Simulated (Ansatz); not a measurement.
A run of Ansatz 0.2.0:

The input input.yaml:

```yaml
crystal:
  lattice:
    - [3.897, 0.0, 0.0]
    - [0.0, 3.897, 0.0]
    - [0.0, 0.0, 3.897]
  atoms:
    - { symbol: Pt, position: [0.5, 0.5, 0.0] }
    - { symbol: Pt, position: [0.5, 0.0, 0.5] }
    - { symbol: Pt, position: [0.0, 0.5, 0.5] }
    - { symbol: Ti, position: [0.0, 0.0, 0.0] }
kpoints:
  mp_grid: { grid: [5, 5, 5] }
  band_path:
    path:
      - [0.0, 0.0, 0.0]
      - [0.0, 0.5, 0.0]
      - [0.5, 0.5, 0.0]
      - [0.0, 0.0, 0.0]
      - [0.5, 0.5, 0.5]
      - [0.0, 0.5, 0.0]
    npoints: 10
scf:
  occupations: { method: fermi_dirac, width: 0.05 }
hamiltonian:
  xc: pbesol
  pseudopotentials: { kind: all_electron, lapw: { basis_error: 0.002 } }
magnetization:
  noncollinear: true
  spin_orbit: true
output:
  forces: true
  stress: true
  eigenvalues: true
```

Potentials or basis: all-electron LAPW, relativistic spinors.

Run with:

```bash
$ ansatz run input.yaml --threads 2 --pin off --max-ram 8192MiB --backend cpu --events-out ev --progress --plain --runs-dir out
```

Hardware: 2 threads of Arm Neoverse V1, on a shared host.

Question: Estimate the wall time of this run.

Answer: It took 4.9 min on 2 threads of Arm Neoverse V1, with other jobs on the host, peak memory 1.1 GiB. Counts: scf iterations 12, plane waves 515, k points 10, bands 166.
